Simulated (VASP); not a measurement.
The system is CdO (Monteponite).

```
Cd O
1.0
     0.00000    2.34765    2.34765
     2.34765    0.00000    2.34765
     2.34765    2.34765    0.00000
Cd O
1 1
Cartesian
  0.0000 0.0000 0.0000
  2.3476 2.3476 2.3476
```

Base run:

- Program: VASP 6.6.1
- Functional: TB-mBJ
- Potentials or basis: VASP PAW PBE potentials, release 64 (Cd, O)
- Cutoff: 520 eV
- k mesh: 8 × 8 × 8
- Occupations: gaussian, width 0.02 eV
- Spin: no spin polarisation

Its results: band gap on the k mesh 1.43 eV, indirect (least direct gap 2.70 eV).

Task: The run is repeated on the same cell with these changes: functional from TB-mBJ to SCAN. What comes out?

Result: Band gap on the k mesh none (metal or under the smearing width).

Caveats: this crystal is a semiconductor, whose small gap the functional closes, so the metal is an error of the method (some runs).
